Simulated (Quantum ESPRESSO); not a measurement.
Runs of Quantum ESPRESSO 7.5 on MgS. The structure is cubic, space group F-43m (No. 216). Conventional cell: a = 5.666 Å, b = 5.666 Å, c = 5.666 Å, α = 90.00°, β = 90.00°, γ = 90.00°. S (site symmetry -43m) is surrounded by 4 Mg at 2.45 Å. Mg (site symmetry -43m) has 4 S at 2.45 Å as nearest neighbours. The cell comes from a database or a generator and needn't be the stable form of this composition.

| cell | k mesh | mesh quality | gap on the mesh (eV) |
| --- | --- | --- | --- |
| volume scaled by 1.04 | 4 × 4 × 4 | coarse | 3.09 |
| volume scaled by 0.88 | 4 × 4 × 4 | coarse | (a) |
| volume scaled by 0.92 | 4 × 4 × 4 | coarse | 3.63 |
| volume scaled by 1.08 | 4 × 4 × 4 | coarse | (b) |
| as given | 4 × 4 × 4 | coarse | 3.28 |
| as given | 6 × 6 × 6 | not flagged | 3.28 |
| volume scaled by 0.96 | 4 × 4 × 4 | coarse | 3.48 |

Alike in all rows: task single point; level PBEsol; potentials or basis PseudoDojo 0.4.1 SR PBEsol standard; no spin polarisation; cutoff (eV) 1143; smearing fixed.

Question: Estimate the missing entries.

Answer: (a) 3.58; (b) 2.92.

Caveats: some runs use coarse meshes.

A k mesh can miss the band edges.
